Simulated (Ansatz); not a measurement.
Isolated molecules relaxed with PBE0-D4/def2-TZVP in Ansatz; ΔE leaves out vibrations. CCSD(T)/CBS is the MP2 limit (def2-TZVPP, def2-QZVPP) plus CCSD(T) − MP2 in def2-TZVPP, frozen cores. This one scheme is used for every species. DFT in def2-TZVPP. HSE06 is defined as in plane-wave codes. For Br outer-core shells are correlated without core-valence functions, which leaves a few kJ/mol of doubt a bond. Scalar relativity is left out up to krypton.

Reaction (substitution at a C–C bond): `FC(F)(F)CBr` + HCl → `ClCBr` + `FC(F)F`

Is it downhill or uphill in electronic energy at CCSD(T)/CBS, and by how much? (Best estimate.)

Computed: Uphill: ΔE = +0.49 eV.

What do these levels give: LDA (SPW92), r2SCAN0-D4, HSE06-D4, BHLYP-D4, CAM-B3LYP-D4, PBE, revPBE, BHLYP, MP2/def2-TZVPP, SCS-MP2/def2-TZVPP, CCSD(T)/def2-TZVPP, SCS-MP2/def2-QZVPP? (An estimate is asked.)

Computed: LDA (SPW92) 0.53, r2SCAN0-D4 0.51, HSE06-D4 0.45, BHLYP-D4 0.47, CAM-B3LYP-D4 0.49, PBE 0.37, revPBE 0.31, BHLYP 0.45, MP2/def2-TZVPP 0.47, SCS-MP2/def2-TZVPP 0.45, CCSD(T)/def2-TZVPP 0.51, SCS-MP2/def2-QZVPP 0.44 eV.

What do rigid-rotor, harmonic-oscillator terms from PBE0-D4/def2-TZVP frequencies (298.15 K, 1 bar) make of the CCSD(T)/CBS value? (Best estimate.)

Computed: ΔZPE = +0.11 eV, ΔH = +0.58 eV, ΔS = 23 J/(mol·K), ΔG = +0.51 eV.

Largest T1 diagnostic among the species: 0.012.

At CCSD(T), def2-SVP lies +0.15 eV from the extrapolated value and def2-TZVPP +0.02 eV. The D4 term adds +0.04 eV with B3LYP and +0.02 eV with PBE0; it sums over pairs of atoms, weighted by their polarisabilities, and B3LYP, whose exchange is more repulsive, gets the larger term.

B3LYP here is the variant with VWN-RPA as its local correlation; programs differ in this.
